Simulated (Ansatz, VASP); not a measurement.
Two plane-wave programs on ZnSe (Stilleite)

File INCAR:

```
SYSTEM = ZnSe
PREC = Accurate
ENCUT = 600
EDIFF = 1E-6
ISMEAR = -1
SIGMA = 0.05
LREAL = .FALSE.
LASPH = .TRUE.
NELM = 100
ALGO = Normal
ISIF = 3
LWAVE = .FALSE.
LCHARG = .FALSE.
GGA = PS
IBRION = 2
NSW = 40
EDIFFG = -0.005
```

File KPOINTS:

```
regular mesh
0
G
  8 8 8
  0 0 0
```

POSCAR

```
ZnSe
1.0
    0.0000000000      2.8338000000      2.8338000000
    2.8338000000      0.0000000000      2.8338000000
    2.8338000000      2.8338000000      0.0000000000
Se Zn
1 1
Direct
    0.7500000000      0.7500000000      0.7500000000
    0.0000000000      0.0000000000      0.0000000000
```

File input.yaml:

```yaml
crystal:
  lattice:
    - [0.0, 2.8338, 2.8338]
    - [2.8338, 0.0, 2.8338]
    - [2.8338, 2.8338, 0.0]
  atoms:
    - { symbol: Se, position: [0.75, 0.75, 0.75] }
    - { symbol: Zn, position: [0.0, 0.0, 0.0] }
hamiltonian:
  xc: pbesol
  pseudopotentials: { kind: paw }
kpoints:
  mp_grid: { grid: [8, 8, 8] }
scf:
  occupations: { method: fermi_dirac, width: 0.05 }
output:
  forces: true
  stress: true
  eigenvalues: true
relax:
  f_tol: 0.01
  max_steps: 40
  cell: { stress_tol: 0.05 }
```

Alike in both runs: task relaxation of cell and atoms; functional PBEsol; k mesh 8 × 8 × 8; occupations fermi-dirac, width 0.05 eV; no spin polarisation.

|  | VASP | Ansatz |
| --- | --- | --- |
| version | VASP 6.6.1 | Ansatz 0.2.0 |
| potentials or method | VASP PAW PBE potentials, release 64 (Se, Zn) | Ansatz PAW |
| plane-wave cutoff (eV) | 600 | 420 |
| valence electrons in the cell | 18 | 28 |

VASP gave:

```
gap on the k mesh at the Fermi level, each at its own relaxed structure (eV) : 1.23
relaxed volume (Å³/atom)                                                     : 22.44
relaxed cell length with the largest relative difference (Å)                 : 3.989
energy change over the relaxation (meV/atom)                                 : -1
```

Q: What did Ansatz give for the same quantities?

A: gap on the k mesh at the Fermi level, each at its own relaxed structure (eV): 1.24; relaxed volume (Å³/atom): 22.34; relaxed cell length with the largest relative difference (Å): 3.983; energy change over the relaxation (meV/atom): -1.

The two sets of potentials don't hold the same shells in valence.

Caveats: the PAW data sets were made with another functional, which shifts forces and pressure a little (VASP); the plane-wave basis is chosen anew once the cell has moved, so the energies of steps on either side of that aren't comparable (Ansatz); the PAW data sets come from PBE, with cores solved anew for the run's functional, which leaves a small shift of forces and pressure (Ansatz).
